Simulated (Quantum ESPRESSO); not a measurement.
The system is ZrC.

```
CELL_PARAMETERS angstrom
0.00000 2.36500 2.36500
2.36500 0.00000 2.36500
2.36500 2.36500 0.00000
ATOMIC_POSITIONS crystal
Zr 0.50000 0.50000 0.50000
C 0.00000 0.00000 0.00000
```

Base run:

```yaml
Program: Quantum ESPRESSO 7.5
Functional: PBEsol
Potentials_or_basis: GBRV 1.5 PBEsol
Cutoff: 612 eV
Density_cutoff: 4898 eV
k_mesh: 10 × 10 × 10
Occupations: fermi-dirac, width 0.05 eV
Spin: no spin polarisation
Hubbard_terms: Zr d U = 5 eV
```

Its results: band gap on the k mesh none (metal or under the smearing width); pressure -0.6 GPa.

Question: After a change of settings the same cell gave: band gap on the k mesh none (metal or under the smearing width); pressure -2.4 GPa. Which change was it?
A. hubbard terms from Zr d U = 5 eV to Zr d U = 2 eV
B. hubbard terms from Zr d U = 5 eV to none
C. hubbard terms from Zr d U = 5 eV to Zr d U = 4 eV

Answer: C.

Caveats: U without spin polarisation on a metal has little footing; the U is typed as a test and isn't derived for this compound.
